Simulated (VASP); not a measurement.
# Ag (Fm-3m) in VASP: a series of runs

The runs below take Ag through band structure, with rev-vdW-DF2, RPBE, PBEsol, PBE+D3(BJ), LDA, PBE.

All numbers are computed with VASP 6.6.1; they aren't measurements. Logs are shortened: lines on timing, memory, paths and dates and some standing lists are left out, and cuts for length are marked.

### 1 The crystal as given

It takes space group Fm-3m (No. 225, cubic). Conventional cell: a = 4.096 Å, b = 4.096 Å, c = 4.096 Å, α = 90.00°, β = 90.00°, γ = 90.00°. Ag (site symmetry m-3m) has 12 Ag at 2.90 Å as nearest neighbours.

### 2 Band structure, rev-vdW-DF2

INCAR

```
  AGGAC = 0.0
  ALGO = Normal
  EDIFF = 1E-6
  ENCUT = 520
  GGA = MK
  ICORELEVEL = 1
  ISIF = 2
  ISMEAR = 1
  LASPH = T
  LCHARG = F
  LMAXMIX = 4
  LREAL = F
  LUSE_VDW = T
  LWAVE = F
  NBANDS = 12
  NELM = 80
  PARAM1 = 0.1234
  PARAM2 = 0.711357
  PREC = Accurate
  SIGMA = 0.1
  ZAB_VDW = -1.8867
```

KPOINTS

```
k-points
0
Gamma
  16 16 16
```

POSCAR

```
Ag                                      
1.0
    0.0000000000      2.0479517351      2.0479517351
    2.0479517351      0.0000000000      2.0479517351
    2.0479517351      2.0479517351      0.0000000000
  Ag            
     1
Direct
     0.0000000000000000    0.0000000000000000    0.0000000000000000
```

KPOINTS_OPT

```
explicit points
106
Reciprocal
 0.0000000000  0.0000000000  0.0000000000 1
 0.0555555556  0.0000000000  0.0555555556 1
 0.1111111111  0.0000000000  0.1111111111 1
 0.1666666667  0.0000000000  0.1666666667 1
 0.2222222222  0.0000000000  0.2222222222 1
 0.2777777778  0.0000000000  0.2777777778 1
 0.3333333333  0.0000000000  0.3333333333 1
 0.3888888889  0.0000000000  0.3888888889 1
 0.4444444444  0.0000000000  0.4444444444 1
 0.5000000000  0.0000000000  0.5000000000 1
 0.5000000000  0.0000000000  0.5000000000 1
 0.5000000000  0.0277777778  0.5277777778 1
 0.5000000000  0.0555555556  0.5555555556 1
 0.5000000000  0.0833333333  0.5833333333 1
 0.5000000000  0.1111111111  0.6111111111 1
 0.5000000000  0.1388888889  0.6388888889 1
 0.5000000000  0.1666666667  0.6666666667 1
 0.5000000000  0.1944444444  0.6944444444 1
 0.5000000000  0.2222222222  0.7222222222 1
 0.5000000000  0.2500000000  0.7500000000 1
 0.5000000000  0.2500000000  0.7500000000 1
 0.4861111111  0.2638888889  0.7500000000 1
 0.4722222222  0.2777777778  0.7500000000 1
 0.4583333333  0.2916666667  0.7500000000 1
 0.4444444444  0.3055555556  0.7500000000 1
 0.4305555556  0.3194444444  0.7500000000 1
 0.4166666667  0.3333333333  0.7500000000 1
 0.4027777778  0.3472222222  0.7500000000 1
 0.3888888889  0.3611111111  0.7500000000 1
 0.3750000000  0.3750000000  0.7500000000 1
 0.3750000000  0.3750000000  0.7500000000 1
 0.3333333333  0.3333333333  0.6666666667 1
 0.2916666667  0.2916666667  0.5833333333 1
 0.2500000000  0.2500000000  0.5000000000 1
 0.2083333333  0.2083333333  0.4166666667 1
 0.1666666667  0.1666666667  0.3333333333 1
 0.1250000000  0.1250000000  0.2500000000 1
 0.0833333333  0.0833333333  0.1666666667 1
 0.0416666667  0.0416666667  0.0833333333 1
 0.0000000000  0.0000000000  0.0000000000 1
 0.0000000000  0.0000000000  0.0000000000 1
 0.0555555556  0.0555555556  0.0555555556 1
 0.1111111111  0.1111111111  0.1111111111 1
 0.1666666667  0.1666666667  0.1666666667 1
 0.2222222222  0.2222222222  0.2222222222 1
 0.2777777778  0.2777777778  0.2777777778 1
 0.3333333333  0.3333333333  0.3333333333 1
 0.3888888889  0.3888888889  0.3888888889 1
 0.4444444444  0.4444444444  0.4444444444 1
 0.5000000000  0.5000000000  0.5000000000 1
 0.5000000000  0.5000000000  0.5000000000 1
 0.5138888889  0.4722222222  0.5138888889 1
 0.5277777778  0.4444444444  0.5277777778 1
 0.5416666667  0.4166666667  0.5416666667 1
 0.5555555556  0.3888888889  0.5555555556 1
 0.5694444444  0.3611111111  0.5694444444 1
 0.5833333333  0.3333333333  0.5833333333 1
 0.5972222222  0.3055555556  0.5972222222 1
 0.6111111111  0.2777777778  0.6111111111 1
 0.6250000000  0.2500000000  0.6250000000 1
 0.6250000000  0.2500000000  0.6250000000 1
 0.6111111111  0.2500000000  0.6388888889 1
 0.5972222222  0.2500000000  0.6527777778 1
 0.5833333333  0.2500000000  0.6666666667 1
 0.5694444444  0.2500000000  0.6805555556 1
 0.5555555556  0.2500000000  0.6944444444 1
 0.5416666667  0.2500000000  0.7083333333 1
 0.5277777778  0.2500000000  0.7222222222 1
 0.5138888889  0.2500000000  0.7361111111 1
 0.5000000000  0.2500000000  0.7500000000 1
 0.5000000000  0.2500000000  0.7500000000 1
 0.5000000000  0.2777777778  0.7222222222 1
 0.5000000000  0.3055555556  0.6944444444 1
 0.5000000000  0.3333333333  0.6666666667 1
 0.5000000000  0.3611111111  0.6388888889 1
 0.5000000000  0.3888888889  0.6111111111 1
 0.5000000000  0.4166666667  0.5833333333 1
 0.5000000000  0.4444444444  0.5555555556 1
 0.5000000000  0.4722222222  0.5277777778 1
 0.5000000000  0.5000000000  0.5000000000 1
 0.5000000000  0.5000000000  0.5000000000 1
 0.4861111111  0.4861111111  0.5277777778 1
 0.4722222222  0.4722222222  0.5555555556 1
 0.4583333333  0.4583333333  0.5833333333 1
 0.4444444444  0.4444444444  0.6111111111 1
 0.4305555556  0.4305555556  0.6388888889 1
 0.4166666667  0.4166666667  0.6666666667 1
 0.4027777778  0.4027777778  0.6944444444 1
 0.3888888889  0.3888888889  0.7222222222 1
 0.3750000000  0.3750000000  0.7500000000 1
 0.6250000000  0.2500000000  0.6250000000 1
 0.6111111111  0.2222222222  0.6111111111 1
 0.5972222222  0.1944444444  0.5972222222 1
 0.5833333333  0.1666666667  0.5833333333 1
 0.5694444444  0.1388888889  0.5694444444 1
 0.5555555556  0.1111111111  0.5555555556 1
 0.5416666667  0.0833333333  0.5416666667 1
 0.5277777778  0.0555555556  0.5277777778 1
 0.5138888889  0.0277777778  0.5138888889 1
 0.5000000000  0.0000000000  0.5000000000 1
 0.0000000000  0.0000000000  0.0000000000 1
 0.3750000000  0.3750000000  0.7500000000 1
 0.5000000000  0.5000000000  0.5000000000 1
 0.6250000000  0.2500000000  0.6250000000 1
 0.5000000000  0.2500000000  0.7500000000 1
 0.5000000000  0.0000000000  0.5000000000 1
```

Potentials or basis: VASP PAW PBE potentials, release 64 (Ag).

On the command line:

```sh
> cat potpaw_PBE.64/Ag/POTCAR > POTCAR
> mpirun -np 1 vasp_std > vasp.out
```

OUTCAR:

```text
EDIFF = 1E-6
   ENCUT = 520
   GGA = MK
   ISIF = 2
   ISMEAR = 1
   LASPH = T
   LREAL = F
   NELM = 80
   PREC = Accurate

 ion  position               nearest neighbor table
   1  0.000  0.000  0.000-

  LATTYP: Found a face centered cubic cell.
 ALAT       =     4.0959034702

  Lattice vectors:

 A1 = (   0.0000000000,   2.0479517351,   2.0479517351)
 A2 = (   2.0479517351,   0.0000000000,   2.0479517351)
 A3 = (   2.0479517351,   2.0479517351,   0.0000000000)

Analysis of symmetry for initial positions (statically):
=====================================================================
 Subroutine PRICEL returns:
 Original cell was already a primitive cell.

 Routine SETGRP: Setting up the symmetry group for a
 face centered cubic supercell.

 Subroutine GETGRP returns: Found 48 space group operations
 (whereof 48 operations were pure point group operations)
 out of a pool of 48 trial point group operations.

The static configuration has the point symmetry O_h .

Analysis of symmetry for dynamics (positions and initial velocities):
=====================================================================
 Subroutine PRICEL returns:
 Original cell was already a primitive cell.

 Routine SETGRP: Setting up the symmetry group for a
 face centered cubic supercell.

 Subroutine GETGRP returns: Found 48 space group operations
 (whereof 48 operations were pure point group operations)
 out of a pool of 48 trial point group operations.

The dynamic configuration has the point symmetry O_h .

 Subroutine INISYM returns: Found 48 space group operations
 (whereof 48 operations are pure point group operations),
 and found     1 'primitive' translations

----------------------------------------------------------------------------------------

                                     Primitive cell

  volume of cell :      17.1787

  direct lattice vectors                    reciprocal lattice vectors
     0.000000000  2.047951735  2.047951735    -0.244146379  0.244146379  0.244146379
     2.047951735  0.000000000  2.047951735     0.244146379 -0.244146379  0.244146379
     2.047951735  2.047951735  0.000000000     0.244146379  0.244146379 -0.244146379

  length of vectors
     2.896241119  2.896241119  2.896241119     0.422873932  0.422873932  0.422873932

  position of ions in fractional coordinates (direct lattice)
     0.000000000  0.000000000  0.000000000

  ion indices of the primitive-cell ions
   primitive index   ion index
                 1           1

----------------------------------------------------------------------------------------

 KPOINTS: k-points

Automatic generation of k-mesh.
 Grid dimensions read from file:
 generate k-points for:   16   16   16

 Generating k-lattice:

  Cartesian coordinates                     Fractional coordinates (reciprocal lattice)
    -0.015259149  0.015259149  0.015259149     0.062500000  0.000000000  0.000000000
     0.015259149 -0.015259149  0.015259149     0.000000000  0.062500000  0.000000000
     0.015259149  0.015259149 -0.015259149     0.000000000  0.000000000  0.062500000

  Length of vectors
     0.026429621  0.026429621  0.026429621

  Shift w.r.t. Gamma in fractional coordinates (k-lattice)
     0.000000000  0.000000000  0.000000000

 Subroutine IBZKPT returns following result:
 ===========================================

 Found    145 irreducible k-points:

 Following reciprocal coordinates:
            Coordinates               Weight
  0.000000  0.000000  0.000000      1.000000
  0.062500  0.000000  0.000000      8.000000
  0.125000  0.000000  0.000000      8.000000
  0.187500  0.000000  0.000000      8.000000
  0.250000  0.000000  0.000000      8.000000
  0.312500  0.000000  0.000000      8.000000
[... 16 lines left out ...]
 -0.125000  0.062500  0.000000     24.000000
 -0.062500  0.062500  0.000000     12.000000
 [... further k-points ...]
   k-points           NKPTS =    145   k-points in BZ     NKDIM =    145   number of bands    NBANDS=     12
   number of dos      NEDOS =    301   number of ions     NIONS =      1
   total plane-waves  NPLWV =  13824
   dimension x,y,z NGX =    24 NGY =   24 NGZ =   24
   dimension x,y,z NGXF=    48 NGYF=   48 NGZF=   48
   ions per type =               1
   NGX,Y,Z   is equivalent  to a cutoff of  13.78, 13.78, 13.78 a.u.
   NGXF,Y,Z  is equivalent  to a cutoff of  27.55, 27.55, 27.55 a.u.
 SYSTEM =  unknown system
   PREC   = accura    normal or accurate (medium, high low for compatibility)
   ISTART =      0    job   : 0-new  1-cont  2-samecut
   ICHARG =      2    charge: 1-file 2-atom 10-const
   ISPIN  =      1    spin polarized calculation?
   LNONCOLLINEAR =      F non collinear calculations
   LSORBIT =      F    spin-orbit coupling
   LASPH  =      T    aspherical Exc in radial PAW
   ENCUT  =  520.0 eV  38.22 Ry    6.18 a.u.   5.39  5.39  5.39*2*pi/ulx,y,z
   NELM   =     80;   NELMIN=  2; NELMDL= -5     # of ELM steps
   EDIFF  = 0.1E-05   stopping-criterion for ELM
   LREAL  =      F    real-space projection
   EDIFFG = 0.1E-04   stopping-criterion for IOM
   NSW    =      0    number of steps for IOM
   IBRION =     -1    ionic relax: 0-MD 1-quasi-New 2-CG
   NFREE  =      0    steps in history (QN), initial steepest desc. (CG)
   ISIF   =      2    stress and relaxation
   ISYM   =      2    0-nonsym 1-usesym 2-fastsym
   POTIM  = 0.5000    time-step for ionic-motion
   TEBEG  =    0.0;   TEEND  =   0.0 temperature during run
   PSTRESS=    0.0 pullay stress
   NELECT =      11.0000    total number of electrons
   NUPDOWN=      -1.0000    fix difference up-down
   EMIN   =  10.00;   EMAX   =-10.00  energy-range for DOS
   EFERMI =   0.00;   METHOD = LEGACY
   ISMEAR =     1;   SIGMA  =   0.10  broadening in eV -4-tet -1-fermi 0-gaus
   EFERMI_NEDOS =   21; number of points for ismear=-14 and -15
   IALGO  =     38    algorithm
   IMIX   =      4    mixing-type and parameters
     AMIX     =   0.40;   BMIX     =  1.00
     AMIX_MAG =   1.60;   BMIX_MAG =  1.00
  volume/ion in A,a.u.               =      17.18       115.93
  Fermi-wavevector in a.u.,A,eV,Ry     =   1.411051  2.666500 27.090079  1.991065
  Thomas-Fermi vector in A             =   2.532942
   LORBIT       =      0    0 simple, 1 ext, 2 COOP (PROOUT), +10 PAW based schemes
   GGA     = MK    functional components
   LHFCALC =     F    Hartree Fock is set to
   AEXX    =    0.0000 exact exchange contribution
   IVDW_NL    =     1    kernel type
   BPARAM     = 6.3000
   IVDW    =     0    specifies the selected vdW correction
   LEPSILON=     F    determine dielectric tensor
   LRPA    =     F    only Hartree local field effects (RPA)
 non-spin polarized calculation
 Methfessel and Paxton  Order N= 1 SIGMA  =   0.10
  energy-cutoff  :      520.00
  volume of cell :       17.18
 maximum number of plane-waves:       483
 NGX is ok and might be reduce to    24
   NGX = 11   NGY = 11   NGZ = 11

 number of electron      10.9999999 magnetization

 Free energy of the ion-electron system (eV)
  ---------------------------------------------------
  ext. energy  EPLUGINS =         0.00000000
  ---------------------------------------------------
  free energy    TOTEN  =        -0.06903905 eV

  energy without entropy =       -0.06851091  energy(sigma->0) =       -0.06886301

 the core state eigenenergies are
   1-  1s -25313.8945  2s  -3717.5678  2p  -3333.0728  3s   -672.4266  3p   -546.1933
       3d   -347.2821  4s    -83.5783  4p    -47.0268

 E-fermi :   8.1358     XC(G=0): -12.2639

 val. band max:        8.1064634322   @ k =   0.5000   0.3125   0.1250
 cond. band min:       8.1491645383   @ k =   0.5000   0.1875   0.0625
 fundamental gap:      0.0427011062
 Fermi energy:         8.1357518486

 k-point     1 :       0.0000    0.0000    0.0000
  band No.  band energies     occupation
      1       0.4627      2.00000
      2       3.4033      2.00000
      3       3.4033      2.00000
      4       3.4033      2.00000
      5       4.4255      2.00000
      6       4.4255      2.00000
      7      24.3046      0.00000
      8      27.7133      0.00000
      9      27.7133      0.00000
     10      27.7133      0.00000
     11      32.7049      0.00000
     12      33.6454      0.00000
[... 271 lines left out ...]
 k-point    20 :      -0.3125    0.0625    0.0000
  band No.  band energies     occupation
      1       2.0294      2.00000
      2       3.4887      2.00000

------------------------ aborting loop because EDIFF is reached ----------------------------------------

  FORCE on cell =-STRESS in cart. coord.  units (eV):
  Direction    XX          YY          ZZ          XY          YZ          ZX
  --------------------------------------------------------------------------------------
  -------------------------------------------------------------------------------------
  Total        0.0010308      0.0010308      0.0010308     -0.0000000     -0.0000000      0.0000000
  in kB        0.0961371      0.0961371      0.0961371     -0.0000000     -0.0000000      0.0000000
  external PRESSURE =       0.0961371 kB  Pullay stress =       0.0000000 kB

 VOLUME and BASIS-vectors are now :
 -----------------------------------------------------------------------------
  energy-cutoff  :      520.00
  volume of cell :       17.18
      direct lattice vectors                 reciprocal lattice vectors
     0.000000000  2.047951735  2.047951735    -0.244146379  0.244146379  0.244146379
     2.047951735  0.000000000  2.047951735     0.244146379 -0.244146379  0.244146379
     2.047951735  2.047951735  0.000000000     0.244146379  0.244146379 -0.244146379

 POSITION                                       TOTAL-FORCE (eV/Angst)
 -----------------------------------------------------------------------------------
      0.00000      0.00000      0.00000         0.000000     -0.000000      0.000000
 -----------------------------------------------------------------------------------
    total drift:                               -0.000000      0.000000     -0.000000

  FREE ENERGIE OF THE ION-ELECTRON SYSTEM (eV)
  ---------------------------------------------------
  free  energy   TOTEN  =        -0.0690390529 eV

  energy  without entropy=       -0.0685109109  energy(sigma->0) =       -0.06886301

Total vdW correction in eV:      2.0763061
```

It took 24 s on 1 thread of Intel Xeon Platinum 8559C (Emerald Rapids), shared host; peak memory 0.28 GiB.

What came out:

```yaml
Free_energy: -0.0690 eV
Pressure: 0.0 GPa
Band_gap_along_the_path: none (metal or under the smearing width)
```

Levels at the corners of the path, in eV from the Fermi level:
```tsv
point	band 2	band 3	band 4	band 5	band 6	band 7	band 8	band 9
Γ	-4.73	-4.73	-4.73	-3.71	-3.71	16.17	19.58	19.58
X	-6.20	-2.95	-2.71	-2.71	1.67	6.69	10.63	10.63
X	-6.20	-2.95	-2.71	-2.71	1.67	6.69	10.63	10.63
W	-4.99	-4.99	-3.70	-2.71	5.98	5.98	6.89	8.25
W	-4.99	-4.99	-3.70	-2.71	5.98	5.98	6.89	8.25
K	-5.49	-4.01	-3.49	-2.99	4.33	5.25	7.13	12.72
K	-5.49	-4.01	-3.49	-2.99	4.33	5.25	7.13	12.72
Γ	-4.73	-4.73	-4.73	-3.71	-3.71	16.17	19.58	19.58
Γ	-4.73	-4.73	-4.73	-3.71	-3.71	16.17	19.58	19.58
L	-4.75	-4.75	-2.92	-2.92	-0.30	3.57	15.40	17.77
L	-4.75	-4.75	-2.92	-2.92	-0.30	3.57	15.40	17.77
U	-5.49	-4.01	-3.49	-2.99	4.33	5.25	7.13	12.72
U	-5.49	-4.01	-3.49	-2.99	4.33	5.25	7.13	12.72
W	-4.99	-4.99	-3.70	-2.71	5.98	5.98	6.89	8.25
W	-4.99	-4.99	-3.70	-2.71	5.98	5.98	6.89	8.25
L	-4.75	-4.75	-2.92	-2.92	-0.30	3.57	15.40	17.77
L	-4.75	-4.75	-2.92	-2.92	-0.30	3.57	15.40	17.77
K	-5.49	-4.01	-3.49	-2.99	4.33	5.25	7.13	12.72
U	-5.49	-4.01	-3.49	-2.99	4.33	5.25	7.13	12.72
X	-6.20	-2.95	-2.71	-2.71	1.67	6.69	10.63	10.63
```

Core levels (eV, on the scale of the bands):
| atom | levels |
| --- | --- |
| 1 Ag | 1s -25313.9, 2s -3717.6, 2p -3333.1, 3s -672.4, 3p -546.2, 3d -347.3, 4s -83.6, 4p -47.0 |

Caveat: the PAW data sets were made with another functional, which shifts forces and pressure a little.

[end of part 1 of 4]
